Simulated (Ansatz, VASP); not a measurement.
# MgB2 in VASP and in Ansatz

```
Mg B
1.0
     2.97607    0.00000    0.00000
    -1.48803    2.57735    0.00000
     0.00000    0.00000    3.50429
Mg B
1 2
Direct
  0.00000 0.00000 0.00000
  0.33333 0.66667 0.50000
  0.66667 0.33333 0.50000
```

Alike in both runs: task single point; functional PBEsol; k mesh 15 × 15 × 10; occupations gaussian, width 0.1 eV; no spin polarisation.

```csv
,VASP,Ansatz
version,VASP 6.6.1,Ansatz 0.2.0
potentials or method,"VASP PAW PBE potentials, release 64 (Mg, B)","scalar-relativistic, plane waves, PAW"
plane-wave cutoff (eV),520,420
valence electrons in the cell,8,16
```

Ansatz gave:

| Quantity | Value |
| --- | --- |
| gap on the k mesh at the Fermi level (eV) | none |
| pressure (GPa) | 11.3 |
| largest component of the traceless stress (GPa) | 9.81 |

**Question.** Estimate VASP's values.

**Answer.** gap on the k mesh at the Fermi level (eV): none; pressure (GPa): 11.3; largest component of the traceless stress (GPa): 10.01.

A gap of «none» marks a metal or a gap that the smearing closes. The two sets of potentials don't hold the same shells in valence.

Caveats: the PAW data sets were made with another functional, which shifts forces and pressure a little (VASP).
